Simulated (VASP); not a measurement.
Here is a VASP 6.6.1 calculation.

File INCAR:

```
SYSTEM = GeSe
PREC = Accurate ; ENCUT = 600
EDIFF = 1E-6 ; ISMEAR = 0
SIGMA = 0.03 ; LREAL = .False.
LASPH = .True. ; NELM = 80
ALGO = Normal ; ISIF = 3
LWAVE = .False. ; LCHARG = .False.
GGA = PE ; IVDW = 12
IBRION = 2 ; NSW = 90
EDIFFG = -0.01 ; KPAR = 4
```

The input KPOINTS:

```
Automatic mesh
0
Gamma
  4 8 6
  0 0 0
```

POSCAR

```
GeSe
1.0
   10.7900000000      0.0000000000      0.0000000000
    0.0000000000      3.8200000000      0.0000000000
    0.0000000000      0.0000000000      4.3800000000
Ge Se
4 4
Direct
    0.1210000000      0.7500000000      0.8940000000
    0.6210000000      0.7500000000      0.6060000000
    0.3790000000      0.2500000000      0.3940000000
    0.8790000000      0.2500000000      0.1060000000
    0.8520000000      0.7500000000      0.4970000000
    0.3520000000      0.7500000000      0.0030000000
    0.6480000000      0.2500000000      0.9970000000
    0.1480000000      0.2500000000      0.5030000000
```

Potentials or basis: VASP PAW PBE potentials, release 64 (Ge_d, Se).

Run with:

```console
$ cat potpaw_PBE.64/Ge_d/POTCAR potpaw_PBE.64/Se/POTCAR > POTCAR
$ mpirun -np 4 vasp_std > vasp.out
```

(1) Estimate the relaxed volume.

(2) Estimate the dispersion energy per atom.

Answers

(1) 23.52 Å³/atom.

(2) -0.358 eV.
